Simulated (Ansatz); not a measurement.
Runs of Ansatz 0.2.0 on InP. The structure is cubic, space group Fm-3m (No. 225). The conventional cell has a = 5.538 Å, b = 5.538 Å, c = 5.538 Å, α = 90.00°, β = 90.00°, γ = 90.00°. In (site symmetry m-3m) is surrounded by 6 P at 2.77 Å. P (site symmetry m-3m) has 6 In at 2.77 Å as nearest neighbours. Measurements of this composition are mostly on another form, of space group No. 216.

```csv
task,level,cell,smearing,gap on the mesh (eV),pressure (GPa),relaxed volume (Å³/atom)
relaxation of cell and atoms,revPBE+D3(BJ),relaxed,fermi-dirac 0.05 eV,none,0.0,20.04
relaxation of cell and atoms,revPBE+D4,relaxed,fermi-dirac 0.05 eV,none,0.0,20.20
single point,PBE,as given,gaussian 0.029 eV,none,-0.1,-
relaxation of cell and atoms,RPBE+D3(BJ),relaxed,fermi-dirac 0.05 eV,none,0.0,(a)
single point,PBE,as given,gaussian 0.03 eV,none,-0.1,-
relaxation of cell and atoms,RPBE+D4,relaxed,fermi-dirac 0.05 eV,none,0.0,20.20
relaxation of cell and atoms,PBEsol+D4,relaxed,fermi-dirac 0.05 eV,none,0.0,19.88
relaxation of cell and atoms,BLYP+D4,relaxed,fermi-dirac 0.05 eV,none,0.0,21.10
```

Alike in all rows: potentials or basis Ansatz PAW; no spin polarisation; k mesh 8 × 8 × 8; cutoff (eV) 420.

Problem. Fill in the values left out.

Solution. (a) 17.47.

Caveats: the plane-wave basis is chosen anew once the cell has moved, so the energies of steps on either side of that aren't comparable (some runs); pairwise dispersion overbinds metals, which lowers pressure and volume (some runs); the PAW data sets come from PBE, with cores solved anew for the run's functional, which leaves a small shift of forces and pressure (some runs); the volume moved by over 15 % at a fixed basis, so the end points are rough (some runs).

A k mesh can miss the band edges, and the runs leave out spin-orbit coupling on In.

A gap of «none» marks a metal or a gap under the smearing width.
